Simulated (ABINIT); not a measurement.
WC:

```
CELL_PARAMETERS angstrom
0.00000 2.19268 2.19268
2.19268 0.00000 2.19268
2.19268 2.19268 0.00000
ATOMIC_POSITIONS crystal
W 0.00000 0.00000 0.00000
C 0.50000 0.50000 0.50000
```

Measurements of this composition are mostly on another form, of space group No. 187.

Base run:

```yaml
Program: ABINIT 10.8.3 (patched build)
Functional: LDA
Potentials_or_basis: JTH PAW PBE v2.0
Cutoff: 626 eV
k_mesh: 10 × 10 × 10
Occupations: fermi-dirac, width 0.05 eV
Spin: no spin polarisation
```

Its results: band gap on the k mesh none (metal or under the smearing width); pressure -15.2 GPa.

Q: After a change of settings the same cell gave: band gap on the k mesh none (metal or under the smearing width); pressure 3.1 GPa. Which change was it?
A. functional from LDA to RPBE
B. functional from LDA to BLYP
C. functional from LDA to r2SCAN
D. functional from LDA to SCAN

A: A.

RPBE binds less tightly than LDA, so the same cell stands under more pressure.

Caveats: the highest band is partly filled, so the run has too few bands; the PAW data sets were made with another functional, which shifts forces and pressure a little.
